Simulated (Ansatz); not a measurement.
Relaxation of ZnSe

Level of theory: DFT PBEsol, scalar-relativistic, plane waves, PAW (Ansatz 0.2.0). Settings: 420 eV cutoff, 8×8×6 k-mesh, Gaussian smearing of 0.02 eV, no spin polarisation.

What was changed: biaxial strain in the a-b plane, c and atoms relaxed: -4.0 %.

Command:

```bash
ansatz run input.yaml --threads 1 --pin off --max-ram 2560MiB --backend cpu --events-out ev --progress --plain --runs-dir out
```

Input:

```yaml
crystal:
  lattice:
    - [2.7039587228, 2.7039587228, 0.0]
    - [-2.7039587228, 2.7039587228, 0.0]
    - [0.0, 0.0, 5.7684452752]
  atoms:
    - { symbol: Zn, position: [0.0, 0.0, 0.0] }
    - { symbol: Zn, position: [0.5, 0.5, 0.5] }
    - { symbol: Se, position: [0.5, 0.0, 0.25] }
    - { symbol: Se, position: [0.0, 0.5, 0.75] }
basis:
  ecutwfc: 420
kpoints:
  mp_grid: { grid: [8, 8, 6] }
hamiltonian:
  xc: pbesol
scf:
  occupations: { method: gaussian, width: 0.02 }
output:
  forces: true
  stress: true
  eigenvalues: true
relax:
  adjacent_minimum: "off"
  f_tol: 0.008
  max_steps: 40
  cell: { stress_tol: 0.015, fix: [a, b, gamma] }
```

F is the free energy. Steps run on the plane waves of an earlier cell, but the last one, and at times one on the way, on a freshly chosen basis, so a repeated geometry can differ a little in energy. The held parts of the cell keep their stress, so P needn't end at zero.

Steps:

```csv
step,F − F(1) (eV),largest force component (eV/Å),V (Å³/atom),P (GPa)
1,0.0000,0.000,21.088,4.21
2,-0.0127,0.000,21.418,2.90
3,-0.0137,0.000,21.546,2.42
4,-0.0137,0.000,21.550,2.40
5,-0.0144,0.000,21.550,2.40
```

Relaxed structure:

```cif
data_structure
_symmetry_space_group_name_H-M 'P 1'
_symmetry_Int_Tables_number 1
_cell_length_a 3.8240
_cell_length_b 3.8240
_cell_length_c 5.8950
_cell_angle_alpha 90.000
_cell_angle_beta 90.000
_cell_angle_gamma 90.000
_cell_volume 86.20
loop_
_atom_site_label
_atom_site_type_symbol
_atom_site_fract_x
_atom_site_fract_y
_atom_site_fract_z
_atom_site_occupancy
Zn1 Zn 0.00000 0.00000 0.00000 1
Zn2 Zn 0.50000 0.50000 0.50000 1
Se1 Se 0.50000 0.00000 0.25000 1
Se2 Se 0.00000 0.50000 0.75000 1
```

Symmetry: I-4m2, No. 119, tetragonal system. The conventional cell has a = 3.824 Å, b = 3.824 Å, c = 5.895 Å, α = 90.00°, β = 90.00°, γ = 90.00°. Zn (site symmetry -4m2) has 4 Se at 2.41 Å as nearest neighbours. Se (site symmetry -4m2) is surrounded by 4 Zn at 2.41 Å.

The run converged. Time: 48 s on 1 thread of Intel(R) Xeon(R) 6975P-C (Granite Rapids), on a shared host, peak memory 0.48 GiB.